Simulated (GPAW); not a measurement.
The system is KI.

```
I K
1.0
     0.00000    3.53277    3.53277
     3.53277    0.00000    3.53277
     3.53277    3.53277    0.00000
I K
1 1
Direct
  0.50000 0.50000 0.50000
  0.00000 0.00000 0.00000
```

```yaml
Program: GPAW 26.7.0
Task: single point
Functional: PBE
Potentials_or_basis: GPAW PAW data sets (gpaw-data 1.2.1)
Cutoff: 600 eV
Basis: pw
k_mesh: 7 × 7 × 7
Occupations: fermi-dirac, width 0.05 eV
Spin: no spin polarisation
```

On this cell: pressure 0.6 GPa; largest force zero by symmetry; band gap on the k mesh 3.98 eV, direct.

The same run follows on a disturbed copy (atoms moved at random, drawn with an rms of 0.05 Å):

```
I K
1.0
     0.00000    3.53277    3.53277
     3.53277    0.00000    3.53277
     3.53277    3.53277    0.00000
I K
1 1
Direct
  0.50360 0.51251 0.48597
  0.00690 0.99881 0.99937
```

Problem. What does the disturbed cell give?

Solution. The energy moves by +1.3 meV/atom; pressure 0.6 GPa; largest force 0.075 eV/Å; band gap on the k mesh 3.98 eV, direct.

Forces on the atoms (eV/Å):
```
I   -0.001  0.064 -0.040
K    0.001 -0.064  0.040
```

Caveats: spin-orbit coupling is left out, which moves the levels of the heavy elements; an odd mesh through Γ misses points on the zone boundary, where band edges often lie.
